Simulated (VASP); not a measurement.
A run of VASP 6.6.1 is set up as follows.

The input POSCAR:

```
MgTe
1.0
    4.5775104488      0.0000000000      0.0000000000
   -2.2887552244      3.9642403347      0.0000000000
    0.0000000000      0.0000000000      7.4555751524
Mg Te
2 2
Direct
    0.3333333333      0.6666666667      0.0043977340
    0.6666666667      0.3333333333      0.5043977340
    0.3333333333      0.6666666667      0.3806022660
    0.6666666667      0.3333333333      0.8806022660
```

File INCAR.step1:

```
PREC = Accurate
ENCUT = 520
EDIFF = 1E-5
ISMEAR = 0
SIGMA = 0.01
LREAL = False
LASPH = True
NELM = 100
ALGO = Normal
ISIF = 2
LWAVE = True
LCHARG = False
NBANDS = 16
GGA = PE
```

The input INCAR.step2:

```
PREC = Accurate
ENCUT = 520
EDIFF = 1E-7
ISMEAR = 0
SIGMA = 0.01
LREAL = False
LASPH = True
NELM = 100
ALGO = Normal
ISIF = 2
LWAVE = False
LCHARG = False
GGA = PE
LHFCALC = True
HFSCREEN = 0.2079
PRECFOCK = Normal
NBANDS = 16
ISTART = 1
```

The input KPOINTS:

```
regular mesh
0
Gamma
  6 6 2
```

Potentials or basis: VASP PAW PBE potentials, release 64 (Mg, Te).

Launch:

```console
$ cat potpaw_PBE.64/Mg/POTCAR potpaw_PBE.64/Te/POTCAR > POTCAR
$ cp INCAR.step1 INCAR
$ mpirun -np 1 vasp_std > vasp.out
$ cp INCAR.step2 INCAR
$ mpirun -np 1 vasp_std > vasp.out
```

Question: Predict the band gap on the k mesh.

Answer: 3.21 eV, direct.

Question: What does it give for the pressure?

Answer: -0.2 GPa.

Caveat: the k mesh is coarse (spacing up to 0.42 Å⁻¹), so the values aren't converged, least of all with exact exchange; the PAW data sets were made with another functional, which shifts forces and pressure a little; spin-orbit coupling is left out, which moves the levels of the heavy elements.
